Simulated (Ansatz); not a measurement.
**What do other settings change for bare Al-Cu alloy nanowire along [110] (26 atoms)?**

The cell holds 26 atoms: 13 Cu and 13 Al. Cell: a = 17.100 Å, b = 14.728 Å, c = 5.162 Å, α = 90.0°, β = 90.0°, γ = 90.0°. It derives from Al (fcc) and Cu. Hexagon section of size parameter 4.53 Å cut from fcc Al (a = 4.05 Å) along [110], 2 periods, 9 Å of vacuum, 13 atoms Cu at random; minimised with a classical potential (one cell length free). Vacuum lies along a and b. The structure repeats along c.

Geometry: as built.

Reference run: Kohn-Sham DFT, PBE, PAW (set soft_2), plane waves (Ansatz 0.2.0), cutoff 420 eV, k-mesh 1×1×7, fermi-dirac smearing of 0.1 eV.

| Item | Value |
| --- | --- |
| r.m.s. force component | 0.2109 eV/Å |
| spacing of highest filled and lowest empty level | 0.0777 eV |
| SCF cycles | 11 |
| time | 36 s on 8 threads of Arm Neoverse V1, shared host |

**Question.** The cell is repeated and solved at Γ. How do error, time and memory go?
- plane waves, 26 atoms (1×1×1)
- support functions, 26 atoms (1×1×1)
- plane waves, 78 atoms (1×1×3)
- support functions, 78 atoms (1×1×3)
- support functions, 182 atoms (1×1×7)

Differences are against the typed cell on a 1×1×7 mesh, which samples like Γ on 182 atoms (r.m.s. force component 0.211 eV/Å). Every repeated cell is solved at Γ, and forces are averaged over the copies of each atom. Hardware: 8 threads of Arm Neoverse V1, shared host.

```tsv
atoms	repeats	basis	Δ force, r.m.s. (meV/Å)	Δ energy (meV/atom)	less plane waves of the same size (meV/atom)	spread among copies (meV/Å)	SCF cycles	time	host memory (GiB)
26	1×1×1	plane waves	330	199	-	-	15	5.4 s	1.1
26	1×1×1	support functions	330	197	-2.0	-	31	78 s	2.3
78	1×1×3	plane waves	49.6	0.212	-	0	13	42 s	4.9
78	1×1×3	support functions	49.6	-1.71	-1.9	0.056	15	2.2 min	5.7
182	1×1×7	support functions	0.847	-1.95	-	0.14	34	12 min	10
```

Repeating the cell at Γ samples more k-points: in plane waves the energy difference from the dense mesh goes from 199 meV/atom at 26 atoms to 0.212 at 78, and the force difference from 330 to 50 meV/Å. At equal size the support functions lie 1.9 to 2.0 meV/atom below plane waves, likely because their grid holds more waves than 420 eV; no run tests this. At the largest size the support functions' forces differ from the reference by 0.40 % of the r.m.s. force, where they sample the same k-points.

[Logs are printed without paths, hosts, clocks, repeated set-up lines and the standing remarks that a program may print on its own settings, such as how far it seeks lower states.]

[Hosts, paths, dates, database ids (printed as entryN), source tags and the programs' standing remarks are cut or masked in the printed files.]
